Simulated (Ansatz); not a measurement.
## ZnO: the gap under strain, fitted and tested

Plane-wave DFT in Ansatz, r2SCAN, scalar-relativistic PAW potentials, cutoff 500 eV, no spin-orbit coupling; no spin polarisation. ZnO in space group P6_3mc. Uniaxial strain along c; a, b and atoms relaxed (conventional cell); Kohn–Sham gaps sought over the whole zone.

| strain (%) | space group | gap (eV) |
| --- | --- | --- |
| -6.0 | P6_3mc | 1.343 |
| -4.0 | P6_3mc | ? |
| -2.0 | P6_3mc | 1.276 |
| +0.0 | P6_3mc | 1.238 |
| +2.0 | P6_3mc | 1.191 |
| +4.0 | P6_3mc | 1.134 |

Task: Fit the given gaps and predict the missing one.

Result: Next to zero the slopes are -19 meV per % on the compressed side and -23 on the stretched side. No break shows at zero, so all given rows go into a parabola: E_g = 1.237 -0.0223 ε -0.00078 ε² eV (ε in %; scatter 2 meV). At -4.0 % this gives 1.314 eV; the run gave 1.311 eV, 3 meV away. The fit holds.

Cost: about 34 core-minutes for the runs cited, on Intel Xeon Processor @ 2.50GHz (Skylake/Cascade Lake) (shared hosts).